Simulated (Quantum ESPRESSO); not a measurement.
## Ge: equation of state with LDA

Ge:

```
Ge
1.0
    -2.57449    2.57449    1.39741
     2.57449   -2.57449    1.39741
     2.57449    2.57449   -1.39741
Ge
2
Cartesian
  0.0000 0.0000 1.3974
  2.5745 0.0000 0.6987
```

This isn't the form of Ge at room conditions, which is diamond.

| Quantity | Value |
| --- | --- |
| Program | Quantum ESPRESSO 7.5 |
| Task | equation of state |
| Functional | LDA |
| Potentials or basis | GBRV 1.5 LDA |
| Cutoff | 612 eV |
| Density cutoff | 4898 eV |
| k mesh | 11 × 11 × 11 |
| Occupations | fermi-dirac, width 0.05 eV |
| Spin | no spin polarisation |

The equilibrium volume is 17.94 Å³/atom and the bulk modulus at fixed shape and positions is 82 GPa. The pressure derivative of the bulk modulus is 4.1.

Energy against volume, from the lowest point:
```
volume (Å³/atom)  energy (meV/atom)
          17.413               3.83
          17.783               0.00
          18.154               0.29
          18.524               4.26
          18.895              11.58
          19.265              21.91
          19.636              34.92
```

All runs of the series together: 3.2 min on 2 threads of Intel(R) Xeon(R) Processor @ 2.70GHz, with other jobs on the host.

Caveat: the cell was scaled at fixed shape and fractional positions, which overstates the stiffness of a crystal with free parameters, most of all of layers and chains.
